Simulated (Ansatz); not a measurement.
Zinc-blende InN (metastable phase), treated with r²SCAN in Ansatz (plane waves, PAW).

A relaxed, unreconstructed slab of the (110) face has 16 atoms, two equal faces of 17.671 Å² each and an energy of -47971.0467 eV. A bulk cell of 4 atoms with the same orientation and in-plane k mesh has -11993.6078 eV. Energies are extrapolated to zero smearing.

Run with plane-wave cutoff 500 eV, 10×12×1 k mesh (along the axes of the cell as run), Fermi–Dirac smearing 0.05 eV, scalar-relativistic PAW data made under PBE.

Worked out: γ = (E_slab − N E_bulk per atom)/2A = [-47971.0467 − 16 × (-11993.6078/4)]/(2 × 17.671) = 0.0958 eV/Å². With 16.022 J/m² per eV/Å² this is 1.53 J/m², or 1.69 eV per surface cell and face.

Ansatz is an electronic-structure program.
